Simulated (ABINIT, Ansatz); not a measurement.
# A GW chain in ABINIT: SiC (Moissanite), part 2 of 3

Aim: the G0W0 gap of SiC (Moissanite) on PBE, step by step.

ABINIT 10.8.3; PBE and many-body steps on it, plane waves. Known limits of the many-body steps: not at the basis limit; coarse k mesh.

So far. Step 2 (Ground state): The gap is indirect, with the least direct gap 1.11 eV higher.

**3. Bands along the symmetry lines**

Level of this step: DFT, PBE, plane waves, norm-conserving pseudopotentials (ABINIT).

The cheap functional maps the bands first; the places of the edges decide which points the dearer methods must see.

File run.abi:

```
acell 3*1.0 Angstrom
rprim 
  3.081000000023 -0.000000000005 0.000000000000
  -1.540500000007 2.668224269083 0.000000000000
  0.000000000000 0.000000000000 15.124800000000
ntypat 2
znucl 14 6
natom 12
typat 1 1 1 1 1 1 2 2 2 2 2 2
xred 
  0.000000000000 0.000000000000 0.000000000000
  0.000000000000 0.000000000000 0.500000000000
  0.333333333333 0.666666666667 0.166400000000
  0.666666666667 0.333333333333 0.666400000000
  0.666666666667 0.333333333333 0.332900000000
  0.333333333333 0.666666666667 0.832900000000
  0.333333333333 0.666666666667 0.041200000000
  0.666666666667 0.333333333333 0.541200000000
  0.666666666667 0.333333333333 0.208000000000
  0.333333333333 0.666666666667 0.708000000000
  0.000000000000 0.000000000000 0.374600000000
  0.000000000000 0.000000000000 0.874600000000
pp_dirpath "pseudos"
pseudos "Si.upf, C.upf"
ecut 37
iscf -2
irdden 1
kptopt 0
nkpt 39
kpt 
  0.00000000 0.00000000 0.00000000
  0.12500000 0.00000000 0.00000000
  0.25000000 0.00000000 0.00000000
  0.37500000 0.00000000 0.00000000
  0.50000000 0.00000000 0.00000000
  0.45833333 0.08333333 0.00000000
  0.41666666 0.16666666 0.00000000
  0.37500000 0.25000000 0.00000000
  0.33333333 0.33333333 0.00000000
  0.25000000 0.25000000 0.00000000
  0.16666666 0.16666666 0.00000000
  0.08333333 0.08333333 0.00000000
  0.00000000 0.00000000 0.00000000
  0.00000000 0.00000000 0.12500000
  0.00000000 0.00000000 0.25000000
  0.00000000 0.00000000 0.37500000
  0.00000000 0.00000000 0.50000000
  0.12500000 0.00000000 0.50000000
  0.25000000 0.00000000 0.50000000
  0.37500000 0.00000000 0.50000000
  0.50000000 0.00000000 0.50000000
  0.45833333 0.08333333 0.50000000
  0.41666666 0.16666666 0.50000000
  0.37500000 0.25000000 0.50000000
  0.33333333 0.33333333 0.50000000
  0.25000000 0.25000000 0.50000000
  0.16666666 0.16666666 0.50000000
  0.08333333 0.08333333 0.50000000
  0.00000000 0.00000000 0.50000000
  0.50000000 0.00000000 0.50000000
  0.50000000 0.00000000 0.37500000
  0.50000000 0.00000000 0.25000000
  0.50000000 0.00000000 0.12500000
  0.50000000 0.00000000 0.00000000
  0.33333333 0.33333333 0.50000000
  0.33333333 0.33333333 0.37500000
  0.33333333 0.33333333 0.25000000
  0.33333333 0.33333333 0.12500000
  0.33333333 0.33333333 0.00000000
istwfk *1
nband 31
nbdbuf 2
tolwfr 1e-08
nstep 40
prtwf 0
prtvol 0
indata_prefix "in"
outdata_prefix "out"
tmpdata_prefix "tmp"
```

On the command line:

```sh
> OMP_NUM_THREADS=1 mpirun -n 8 abinit run.abi > log
```

Numbers of over 12 decimals in the logs are rounded to 6 here.

Log:

```text
.Version 10.8.3 of ABINIT. v10.8.2 released Aug 2026.

 Symmetries : space group P6_3 m c (#186); Bravais hP (primitive hexag.)
[... echo of the input left out ...]
== DATASET  1 ==================================================================
-   mpi_nproc: 8, omp_nthreads: 1 (-1 if OMP is not activated)

--- !DatasetInfo
iteration_state: {dtset: 1, }
dimensions: {natom: 12, nkpt: 39, mband: 31, nsppol: 1, nspinor: 1, nspden: 1, mpw: 9084, }
cutoff_energies: {ecut:  37.0, pawecutdg:  -1.0, }
electrons: {nelect:   4.80000000E+01, charge:   0.00000000E+00, occopt:   1.00000000E+00, tsmear:   1.00000000E-02, }

 Real(R)+Recip(G) space primitive vectors, cartesian coordinates (Bohr,Bohr^-1):
 R(1)=  5.8222462  0.0000000  0.0000000  G(1)=  0.1717550  0.0991628  0.0000000
 R(2)= -2.9111231  5.0422131  0.0000000  G(2)=  0.0000000  0.1983256  0.0000000
 R(3)=  0.0000000  0.0000000 28.5817297  G(3)=  0.0000000  0.0000000  0.0349874
 Unit cell volume ucvol=  8.3907401E+02 bohr^3
 Angles (23,13,12)=  9.00000000E+01  9.00000000E+01  1.20000000E+02 degrees

 getcut: wavevector=  0.0000  0.0000  0.0000  ngfft=  32  32 160
         ecut(hartree)=     37.000   => boxcut(ratio)=   2.00721

--- Pseudopotential description ------------------------------------------------
- Si Generated using ONCVPSP code by D. R. Hamann
- 14.00000   4.00000  171031                  znucl, zion, pspdat
12 -101130 2 -1 1510                          pspcod,pspxc,lmax,lloc,mmax
     nproj     2     2     2
  pspatm : epsatm=    9.34321561
         --- l  ekb(1:nproj) -->
             0    5.168965    0.829883
             1    2.571282    0.578307
             2   -2.427311   -0.488097
 pspatm: atomic psp has been read  and splines computed

- C Generated using ONCVPSP code by D. R. Hamann
-  6.00000   4.00000  171031                  znucl, zion, pspdat
12 -101130 1 -1 1248                          pspcod,pspxc,lmax,lloc,mmax
     nproj     2     2     0
  pspatm : epsatm=    4.31346680
         --- l  ekb(1:nproj) -->
[...]
pspatm: atomic psp has been read  and splines computed

--------------------------------------------------------------------------------

================================================================================
 prteigrs : about to open file out_EIG
 Non-SCF case, kpt    1 (  0.00000  0.00000  0.00000), residuals and eigenvalues=
  8.34E-09  7.61E-09  3.49E-09  3.25E-09  3.15E-09  4.06E-09  4.13E-09  1.85E-09
  4.83E-09  3.91E-09  3.94E-09  4.16E-09  5.61E-09  5.72E-09  8.90E-09  3.93E-09
  7.64E-09  4.52E-09  7.25E-09  3.00E-09  8.57E-09  4.05E-09  6.58E-09  9.23E-09
  7.53E-09  5.70E-09  9.00E-09  7.92E-09  9.42E-09  2.69E-06  2.17E-05
 -3.1545E-01 -2.9686E-01 -2.9447E-01 -2.4084E-01 -2.3854E-01 -1.8472E-01
 -6.3069E-02  2.2765E-02  2.4441E-02  1.6275E-01  1.6448E-01  2.1016E-01
  2.1016E-01  2.1677E-01  2.1677E-01  2.2136E-01  2.2136E-01  2.3781E-01
[...]
- [ -2.9111231,   5.0422131,   0.0000000, ]
- [  0.0000000,   0.0000000,  28.5817297, ]
lattice_lengths: [   5.82225,    5.82225,   28.58173, ]
lattice_angles: [ 90.000,  90.000, 120.000, ] # degrees, (23, 13, 12)
lattice_volume:   8.3907401E+02
convergence: {deltae:  0.000E+00, res2:  0.000E+00, residm:  9.969E-09, diffor:  0.000E+00, }
etotal    :  -6.16181537E+01
entropy   :   0.00000000E+00
fermie    :   2.52514639E-01
cartesian_stress_tensor: null
pressure_GPa: null
xred      :
- [  0.0000E+00,   0.0000E+00,  -2.7756E-17, Si]
- [  0.0000E+00,   0.0000E+00,   5.0000E-01, Si]
- [  3.3333E-01,   6.6667E-01,   1.6640E-01, Si]
- [  6.6667E-01,   3.3333E-01,   6.6640E-01, Si]
- [  6.6667E-01,   3.3333E-01,   3.3290E-01, Si]
- [  3.3333E-01,   6.6667E-01,   8.3290E-01, Si]
- [  3.3333E-01,   6.6667E-01,   4.1200E-02,  C]
- [  6.6667E-01,   3.3333E-01,   5.4120E-01,  C]
- [  6.6667E-01,   3.3333E-01,   2.0800E-01,  C]
- [  3.3333E-01,   6.6667E-01,   7.0800E-01,  C]
- [  0.0000E+00,   0.0000E+00,   3.7460E-01,  C]
- [  0.0000E+00,   0.0000E+00,   8.7460E-01,  C]
cartesian_forces: null
force_length_stats: {min: null, max: null, mean: null, }

 Integrated electronic density in atomic spheres:
 ------------------------------------------------
 Atom  Sphere_radius  Integrated_density
[...]
================================================================================

 ----iterations are completed or convergence reached----

 Mean square residual over all n,k,spin=   57.961E-10; max=  99.688E-10
 reduced coordinates (array xred) for   12 atoms
[...]
0.000000000000      0.000000000000      0.374600000000
       0.000000000000      0.000000000000      0.874600000000

 cartesian coordinates (angstrom) at end:
    1      0.000000     0.000000    -0.000000
    2      0.000000     0.000000     7.562400
    3      3e-12     1.778816     2.516767
[...]
11      0.000000     0.000000     5.665750
   12      0.000000     0.000000    13.228150
 length scales=  1.889726125908  1.889726125908  1.889726125908 bohr
              =  1.000000000000  1.000000000000  1.000000000000 angstroms
 prteigrs : about to open file out_EIG
 Eigenvalues (hartree) for nkpt=  39  k points:
 kpt#   1, nband= 31, wtk=  1.00000, kpt=  0.0000  0.0000  0.0000 (reduced coord)
[...]
kpt#   2, nband= 31, wtk=  1.00000, kpt=  0.1250  0.0000  0.0000 (reduced coord)
[...]
kpt#   3, nband= 31, wtk=  1.00000, kpt=  0.2500  0.0000  0.0000 (reduced coord)
[...]
kpt#  38, nband= 31, wtk=  1.00000, kpt=  0.3333  0.3333  0.1250 (reduced coord)
[...]
0.38178    0.38178    0.39168    0.43542    0.47398    0.47399    0.50339
 kpt#  39, nband= 31, wtk=  1.00000, kpt=  0.3333  0.3333  0.0000 (reduced coord)
[...]
-0.02151   -0.00963    0.00383    0.00383    0.03156    0.03156    0.04406    0.07684
   0.08502    0.08502    0.12872    0.12872    0.13711    0.17137    0.17615    0.17615
   0.38089    0.38089    0.39018    0.43787    0.48068    0.48072    0.49661

== END DATASET(S) ==============================================================
================================================================================

 -outvars: echo values of variables after computation  --------
            nband          31
             nkpt          39
          spgroup         186
 [... the other variables as echoed above ...]

 Calculation completed.
```

Wall time 34 s (8 MPI ranks of Arm Neoverse V2, shared host); peak memory 0.77 GiB.

Numbers from this step:

* gap: 2.012 eV
* k of the valence top: 0, 0, 0
* k of the conduction bottom: 0.5, 0, 0.25
* least direct gap: 3.123 eV

The gap is 2.012 eV, −0.005 eV from the run before at this level.

The electronic bands at the labelled points (eV, zero at the top of the highest filled band):

```csv
point,band 21,band 22,band 23,band 24,band 25,band 26,band 27,band 28
Γ,-0.29,-0.04,0.00,0.00,5.16,5.34,5.74,6.25
halfway,-1.17,-1.09,-0.70,-0.54,3.67,3.89,4.38,5.01
M,-1.84,-1.76,-1.66,-1.11,2.02,2.21,3.23,3.89
halfway,-2.44,-2.22,-2.00,-1.77,2.85,3.50,4.51,4.92
K,-3.14,-2.21,-2.08,-2.08,3.49,3.49,3.75,5.04
halfway,-1.78,-1.73,-1.30,-0.72,4.79,4.86,4.97,5.06
Γ,-0.29,-0.04,0.00,0.00,5.16,5.34,5.74,6.25
halfway,-0.20,-0.20,-0.02,-0.02,5.18,5.30,5.81,6.15
A,-0.09,-0.09,-0.09,-0.09,5.23,5.23,5.97,5.97
halfway,-1.00,-1.00,-0.71,-0.71,3.77,3.77,4.73,4.73
L,-1.72,-1.72,-1.31,-1.31,2.06,2.06,3.45,3.45
halfway,-2.68,-2.68,-1.67,-1.67,3.20,3.20,4.48,4.48
H,-2.63,-2.63,-2.27,-2.27,3.68,3.68,4.32,4.32
halfway,-1.96,-1.96,-0.85,-0.85,4.74,4.74,5.12,5.12
A,-0.09,-0.09,-0.09,-0.09,5.23,5.23,5.97,5.97
jump to L,-1.72,-1.72,-1.31,-1.31,2.06,2.06,3.45,3.45
halfway,-2.00,-1.64,-1.53,-1.16,2.01,2.16,3.29,3.68
M,-1.84,-1.76,-1.66,-1.11,2.02,2.21,3.23,3.89
jump to H,-2.63,-2.63,-2.27,-2.27,3.68,3.68,4.32,4.32
halfway,-2.97,-2.33,-2.16,-2.16,3.58,3.58,3.91,4.80
K,-3.14,-2.21,-2.08,-2.08,3.49,3.49,3.75,5.04
```

**4. Empty states on the mesh, 6×6×1 mesh, 653 bands**

The sums over transitions need many empty states on a uniform mesh; this step solves for them.

File run.abi:

```
acell 3*1.0 Angstrom
rprim 
  3.081000000023 -0.000000000005 0.000000000000
  -1.540500000007 2.668224269083 0.000000000000
  0.000000000000 0.000000000000 15.124800000000
ntypat 2
znucl 14 6
natom 12
typat 1 1 1 1 1 1 2 2 2 2 2 2
xred 
  0.000000000000 0.000000000000 0.000000000000
  0.000000000000 0.000000000000 0.500000000000
  0.333333333333 0.666666666667 0.166400000000
  0.666666666667 0.333333333333 0.666400000000
  0.666666666667 0.333333333333 0.332900000000
  0.333333333333 0.666666666667 0.832900000000
  0.333333333333 0.666666666667 0.041200000000
  0.666666666667 0.333333333333 0.541200000000
  0.666666666667 0.333333333333 0.208000000000
  0.333333333333 0.666666666667 0.708000000000
  0.000000000000 0.000000000000 0.374600000000
  0.000000000000 0.000000000000 0.874600000000
pp_dirpath "pseudos"
pseudos "Si.upf, C.upf"
ecut 37
ngkpt 6 6 1
nshiftk 1
shiftk 0 0 0
kptopt 1
chksymbreak 0
iscf -2
irdden 1
istwfk *1
nband 653
nbdbuf 58
tolwfr 1e-09
nstep 60
prtvol 0
indata_prefix "in"
outdata_prefix "out"
tmpdata_prefix "tmp"
```

Log:

```text
.Version 10.8.3 of ABINIT. v10.8.2 released Aug 2026.

 Symmetries : space group P6_3 m c (#186); Bravais hP (primitive hexag.)
[... echo of the input left out ...]
== DATASET  1 ==================================================================
-   mpi_nproc: 8, omp_nthreads: 1 (-1 if OMP is not activated)
-    --> not optimal distribution: autoparal keyword recommended in input file <--

--- !DatasetInfo
iteration_state: {dtset: 1, }
dimensions: {natom: 12, nkpt: 7, mband: 653, nsppol: 1, nspinor: 1, nspden: 1, mpw: 9084, }
cutoff_energies: {ecut:  37.0, pawecutdg:  -1.0, }
electrons: {nelect:   4.80000000E+01, charge:   0.00000000E+00, occopt:   1.00000000E+00, tsmear:   1.00000000E-02, }

 Real(R)+Recip(G) space primitive vectors, cartesian coordinates (Bohr,Bohr^-1):
 R(1)=  5.8222462  0.0000000  0.0000000  G(1)=  0.1717550  0.0991628  0.0000000
 R(2)= -2.9111231  5.0422131  0.0000000  G(2)=  0.0000000  0.1983256  0.0000000
 R(3)=  0.0000000  0.0000000 28.5817297  G(3)=  0.0000000  0.0000000  0.0349874
 Unit cell volume ucvol=  8.3907401E+02 bohr^3
 Angles (23,13,12)=  9.00000000E+01  9.00000000E+01  1.20000000E+02 degrees

 getcut: wavevector=  0.0000  0.0000  0.0000  ngfft=  32  32 160
         ecut(hartree)=     37.000   => boxcut(ratio)=   2.00721

--- Pseudopotential description ------------------------------------------------
- Si Generated using ONCVPSP code by D. R. Hamann
- 14.00000   4.00000  171031                  znucl, zion, pspdat
12 -101130 2 -1 1510                          pspcod,pspxc,lmax,lloc,mmax
     nproj     2     2     2
  pspatm : epsatm=    9.34321561
         --- l  ekb(1:nproj) -->
             0    5.168965    0.829883
             1    2.571282    0.578307
             2   -2.427311   -0.488097
 pspatm: atomic psp has been read  and splines computed

- C Generated using ONCVPSP code by D. R. Hamann
-  6.00000   4.00000  171031                  znucl, zion, pspdat
12 -101130 1 -1 1248                          pspcod,pspxc,lmax,lloc,mmax
     nproj     2     2     0
  pspatm : epsatm=    4.31346680
         --- l  ekb(1:nproj) -->
[...]
pspatm: atomic psp has been read  and splines computed

--------------------------------------------------------------------------------

================================================================================
 prteigrs : about to open file out_EIG
 Non-SCF case, kpt    1 (  0.00000  0.00000  0.00000), residuals and eigenvalues=
  1.42E-10  1.34E-10  1.30E-10  7.42E-11  1.12E-10  1.29E-10  9.24E-11  1.75E-10
  1.39E-10  2.55E-10  1.69E-10  2.02E-10  2.69E-10  2.71E-10  2.69E-10  2.30E-10
  2.72E-10  2.19E-10  2.73E-10  2.52E-10  2.83E-10  4.07E-10  1.91E-10  2.81E-10
[...]
4.17E-03  1.74E-03  9.41E-04  1.14E-03  2.88E-03
 -3.1545E-01 -2.9686E-01 -2.9447E-01 -2.4084E-01 -2.3854E-01 -1.8472E-01
[...]
2.1016E-01  2.1677E-01  2.1677E-01  2.2136E-01  2.2136E-01  2.3781E-01
[...]
5.8251E+00  5.8271E+00  5.8271E+00  5.8484E+00  5.8485E+00  5.8585E+00
  5.8610E+00  5.8842E+00  5.8848E+00  5.9078E+00  5.9100E+00  5.9122E+00
  5.9167E+00  5.9457E+00  5.9564E+00  5.9616E+00  5.9657E+00
 prteigrs : prtvol=0 or 1, do not print more k-points.

--- !ResultsGS
iteration_state: {dtset: 1, }
comment   : Summary of ground state results
lattice_vectors:
- [  5.8222462,  -0.0000000,   0.0000000, ]
- [ -2.9111231,   5.0422131,   0.0000000, ]
- [  0.0000000,   0.0000000,  28.5817297, ]
lattice_lengths: [   5.82225,    5.82225,   28.58173, ]
lattice_angles: [ 90.000,  90.000, 120.000, ] # degrees, (23, 13, 12)
lattice_volume:   8.3907401E+02
convergence: {deltae:  0.000E+00, res2:  0.000E+00, residm:  9.948E-10, diffor:  0.000E+00, }
etotal    :  -6.16181537E+01
entropy   :   0.00000000E+00
fermie    :   2.52514639E-01
cartesian_stress_tensor: null
pressure_GPa: null
xred      :
- [  0.0000E+00,   0.0000E+00,  -2.7756E-17, Si]
- [  0.0000E+00,   0.0000E+00,   5.0000E-01, Si]
- [  3.3333E-01,   6.6667E-01,   1.6640E-01, Si]
- [  6.6667E-01,   3.3333E-01,   6.6640E-01, Si]
- [  6.6667E-01,   3.3333E-01,   3.3290E-01, Si]
- [  3.3333E-01,   6.6667E-01,   8.3290E-01, Si]
- [  3.3333E-01,   6.6667E-01,   4.1200E-02,  C]
- [  6.6667E-01,   3.3333E-01,   5.4120E-01,  C]
- [  6.6667E-01,   3.3333E-01,   2.0800E-01,  C]
- [  3.3333E-01,   6.6667E-01,   7.0800E-01,  C]
- [  0.0000E+00,   0.0000E+00,   3.7460E-01,  C]
- [  0.0000E+00,   0.0000E+00,   8.7460E-01,  C]
cartesian_forces: null
force_length_stats: {min: null, max: null, mean: null, }

 Integrated electronic density in atomic spheres:
 ------------------------------------------------
 Atom  Sphere_radius  Integrated_density
[...]
================================================================================

 ----iterations are completed or convergence reached----

 Mean square residual over all n,k,spin=   39.164E-11; max=  99.477E-11
 reduced coordinates (array xred) for   12 atoms
[...]
0.000000000000      0.000000000000      0.374600000000
       0.000000000000      0.000000000000      0.874600000000

 cartesian coordinates (angstrom) at end:
    1      0.000000     0.000000    -0.000000
    2      0.000000     0.000000     7.562400
    3      3e-12     1.778816     2.516767
[...]
11      0.000000     0.000000     5.665750
   12      0.000000     0.000000    13.228150
 length scales=  1.889726125908  1.889726125908  1.889726125908 bohr
              =  1.000000000000  1.000000000000  1.000000000000 angstroms
 prteigrs : about to open file out_EIG
 Eigenvalues (hartree) for nkpt=   7  k points:
 kpt#   1, nband=653, wtk=  0.02778, kpt=  0.0000  0.0000  0.0000 (reduced coord)
[...]
5.76939    5.76939    5.77854    5.77854    5.82514    5.82712    5.82713    5.84845
   5.84847    5.85852    5.86101    5.88418    5.88475    5.90784    5.91004    5.91216
   5.91672    5.94570    5.95642    5.96160    5.96568
 prteigrs : prtvol=0 or 1, do not print more k-points.

== END DATASET(S) ==============================================================
================================================================================

 -outvars: echo values of variables after computation  --------
            nband         653
             nkpt           7
          spgroup         186
 [... the other variables as echoed above ...]

 Calculation completed.
```

The job ended after 9 min (8 MPI ranks; peak memory 1.7 GiB; 72 min of CPU time).

This step gave:

* gap: 2.017 eV
* k of the valence top: 0, 0, 0
* k of the conduction bottom: 0.5, 0, 0
* least direct gap: 3.123 eV
* k points computed: 7
* lowest point of the top converged band, above the valence top: 144.1210 eV

On this mesh the gap is 2.017 eV.

[end of part 2 of 3]

[Paths, hosts, dates, memory and timing lines, banners, echoed tables and standing remarks are left out of the program output.]

[Logs are printed without paths, hosts, clocks, repeated set-up lines and the standing remarks that a program may print on its own settings, such as how far it seeks lower states.]

[Runs of the session that timed out or met a known fault of the program may be left out.]

[Hosts, paths, dates, database ids (printed as entryN), source tags and the programs' standing remarks are cut or masked in the printed files.]

[G0W0 gaps are taken among the corrected bands and points alone; a level outside them can change the order at an edge.]

[Where Ansatz stands beside ABINIT at settings called matched, ABINIT's density can come from a denser mesh and the files from another edition; pairs whose starting gaps differed by over 0.03 eV were left out, so agreement reads better than it is.]
